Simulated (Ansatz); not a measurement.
Bi2Te2Se:

```xyz
5
Lattice="2.1610 1.2476 10.5856 -2.1610 1.2476 10.5856 0.0000 -2.4953 10.5856" Properties=species:S:1:pos:R:3 pbc="T T T"
Bi    0.0000    0.0000   12.4398
Bi    0.0000    0.0000   19.3169
Te    0.0000    0.0000   24.7831
Te    0.0000    0.0000    6.9736
Se    0.0000    0.0000    0.0000
```

The cell is a database's computed one.

Base run:

| Item | Value |
| --- | --- |
| Program | Ansatz 0.2.0 |
| Functional | PBEsol |
| Potentials or basis | Ansatz PAW |
| Cutoff | 420 eV (not typed: the program's choice for these potentials) |
| k mesh | 7 × 7 × 7 |
| Occupations | fermi-dirac, width 0.05 eV |
| Spin | no spin polarisation |

Its results: band gap on the k mesh 0.41 eV, direct; pressure -1.5 GPa; largest force 0.050 eV/Å.

Task: The run is repeated on the same cell with these changes: functional from PBEsol to r2SCAN; cutoff from 420 eV (not typed: the program's choice for these potentials) to 500 eV (not typed: the program's choice for these potentials). What comes out?

Result: Band gap on the k mesh 0.73 eV, direct; pressure 0.0 GPa; largest force 0.056 eV/Å.

r2SCAN gives the wider gap, since meta-GGAs in the generalised Kohn-Sham scheme recover part of the derivative discontinuity.

Caveats: odd divisions of the mesh miss points on the zone boundary, where band edges often lie, so the gap on the mesh can be too wide; spin-orbit coupling is left out, which as a rule narrows the gap of such compounds by several tenths of an eV; the PAW data sets come from PBE, with cores solved anew for the run's functional, which leaves a small shift of forces and pressure; the density of states is complete only up to the lowest level of the last band computed.

A k mesh can miss the band edges.
